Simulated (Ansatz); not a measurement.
Input of an Ansatz 0.2.0 run:

File input.yaml:

```yaml
crystal:
  lattice:
    - [3.9855, 0.0, 0.0]
    - [0.0, 2.8369, 2.84515]
    - [0.0, -2.8369, 2.84515]
  atoms:
    - { symbol: Ba, position: [0.0, 0.0, 0.0] }
    - { symbol: Ti, position: [0.5, 0.5124, 0.5124] }
    - { symbol: O, position: [0.5, 0.99184, 0.50524] }
    - { symbol: O, position: [0.5, 0.50524, 0.99184] }
    - { symbol: O, position: [0.0, 0.4874, 0.4874] }
hamiltonian:
  xc: pbe
  pseudopotentials: { kind: paw }
kpoints:
  mp_grid: { grid: [7, 7, 7] }
  band_path:
    path:
      - [[0.0, 0.0, 0.0], [0.0, 0.4985522663, -0.4985522663], [0.0, 0.0, -0.5], [-0.5, 0.0, -0.5], [-0.5, 0.4985522663, -0.4985522663], [-0.5, 0.0, 0.0], [0.0, 0.0, 0.0], [0.0, -0.5, -0.5], [0.0, -0.4985522663, -0.5014477337], [-0.5, -0.4985522663, -0.5014477337], [-0.5, -0.5, -0.5], [0.0, -0.5, -0.5]]
      - [[-0.5, 0.0, 0.0], [-0.5, -0.5, -0.5]]
    npoints: 14
scf:
  occupations: { method: fermi_dirac, width: 0.05 }
  n_extra_bands: 12
output:
  forces: true
  stress: true
  eigenvalues: true
  fatbands: true
  write_density: true
  write_potential: true
  elf: true
  volumetric_format: npy
```

Potentials or basis: Ansatz PAW.

Launch:

```console
$ ansatz run input.yaml --threads 2 --pin off --max-ram 5632MiB --backend cpu --events-out ev --progress --plain --runs-dir out
```

Estimate the band gap on the k mesh.

1.98 eV, indirect (least direct gap 2.08 eV).

What does it give for the band gap along the path?

1.91 eV, indirect (least direct gap 2.08 eV).

Predict the largest force.

0.270 eV/Å.

Forces on the atoms (eV/Å):
```
Ba   0.000  0.000  0.156
Ti   0.000  0.000  0.180
O    0.000  0.002 -0.270
O    0.000 -0.002 -0.270
O    0.000  0.000  0.204
```

Caveat: the k mesh misses the band edges, so the gap on the mesh is wider than the one along the path; spin-orbit coupling is left out, which moves the levels of the heavy elements. PBE gaps usually lie below the measured ones, often by a third to a half.
